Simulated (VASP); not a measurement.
VASP inputs for SiO2 (strained rutile)

INCAR

```
LCHARG = .TRUE.
ALGO = Normal
LASPH = .TRUE.
LELF = .TRUE.
EDIFF = 1E-7
NBANDS = 25
ISMEAR = 0
ISIF = 2
METAGGA = R2SCAN
NSW = 0
NELM = 120
PREC = Accurate
ENCUT = 520
LREAL = .FALSE.
SIGMA = 0.01
IBRION = -1
LWAVE = .FALSE.
```

KPOINTS

```
KPOINTS created by Atomic Simulation Environment
0
Gamma
6 6 10
0 0 0
```

KPOINTS_OPT

```
special points
6
Reciprocal
0.0000000000 0.0000000000 0.0000000000 1
0.0000000000 0.5000000000 0.0000000000 1
0.5000000000 0.5000000000 0.0000000000 1
0.0000000000 0.0000000000 0.5000000000 1
0.0000000000 0.5000000000 0.5000000000 1
0.5000000000 0.5000000000 0.5000000000 1
```

POSCAR

```
Si O
 1.0000000000000000
     4.1851887985999996    0.0000000000000000    0.0000000000000000
     0.0000000000000000    4.1851887985999996    0.0000000000000000
     0.0000000000000000    0.0000000000000000    2.7755934866000000
 Si  O
   2   4
Cartesian
 -0.0000000000000000  0.0000000000000000  0.0000000000000000
  2.0925943992999994  2.0925943992999994  1.3877967433000000
  1.2795915095950825  1.2795915095950825 -0.0000000000000000
  0.8130028897049167  3.3721859088950823  1.3877967433000000
  3.3721859088950823  0.8130028897049167  1.3877967433000000
  2.9055972890049162  2.9055972890049162  0.0000000000000000
```

VASP ran with the recommended PBE PAW datasets (32 valence electrons in the cell).

Problem. What does this run give?

Solution. gap between bands v and c 5.62 eV; least direct gap 5.62 eV; pressure -13.4 GPa.

Band v is the last that the valence electrons fill when counted band by band, and c is the next. Levels in eV from the top of v:

```
point    v−1      v     c   c+1
    Γ  -0.81   0.00  5.62  6.89
    X  -0.99  -0.99  7.83  7.83
    M  -2.06  -2.06  7.57  7.57
    Z  -2.54  -2.54  9.65  9.65
    R  -1.67  -1.67  9.42  9.42
    A  -1.49  -1.49  7.74  7.74
```
